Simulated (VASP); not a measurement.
Runs of VASP 6.6.1 on Al. Symmetry: Fm-3m, No. 225, cubic system. Conventional cell: a = 4.050 Å, b = 4.050 Å, c = 4.050 Å, α = 90.00°, β = 90.00°, γ = 90.00°. Al (site symmetry m-3m) is surrounded by 12 Al at 2.86 Å. 

```tsv
task	level	potentials or basis	cell	k mesh	cutoff (eV)	smearing	grid for exact exchange (PRECFOCK)	exchange at q = 0	mesh quality	gap on the mesh (eV)	pressure (GPa)	relaxed volume (Å³/atom)
single point	RPBE	VASP PAW PBE potentials, release 64 (Al)	as given	11 × 11 × 11	500	gaussian 0.05 eV	-	-	not flagged	none	(b)	-
relaxation of cell and atoms	PBEsol0	VASP PAW PBE potentials, release 64 (Al)	relaxed	6 × 6 × 6	600	fermi-dirac 0.05 eV	Fast	default	coarse	none	0.0	16.19
single point	PBE	VASP PAW PBE potentials, release 64 (Al)	as given	11 × 11 × 11	520	gaussian 0.014 eV	-	-	not flagged	none	-0.5	-
relaxation of cell and atoms	PBE	VASP PAW PBE potentials, release 54 (Al)	relaxed	11 × 11 × 11	600	fermi-dirac 0.05 eV	-	-	not flagged	none	0.1	(a)
band structure	rSCAN	VASP PAW PBE potentials, release 64 (Al)	as given	11 × 11 × 11	520	fermi-dirac 0.05 eV	-	-	not flagged	-	-3.2	-
relaxation of cell and atoms	BLYP+D4	VASP PAW PBE potentials, release 64 (Al)	relaxed	11 × 11 × 11	600	fermi-dirac 0.05 eV	-	-	not flagged	none	0.0	15.87
band structure	r2SCANh	VASP PAW PBE potentials, release 64 (Al)	as given	6 × 6 × 6	520	fermi-dirac 0.05 eV	Fast	default	coarse	none	-3.2	-
```

Alike in all rows: no spin polarisation.

Problem. Fill in the values left out.

Solution. (a) 16.49; (b) 0.8.

Caveats: some runs use coarse meshes; the PAW data sets were made with another functional, which shifts forces and pressure a little (some runs); pairwise dispersion overbinds metals, which lowers pressure and volume (some runs); an unscreened hybrid on a path of extra k points without a Coulomb cutoff has errors near the mesh points, so the bands along the path aren't reliable (some runs).

A k mesh can miss the band edges.

A gap of «none» marks a metal or a gap under the smearing width.

Not every run made on this cell is shown here.
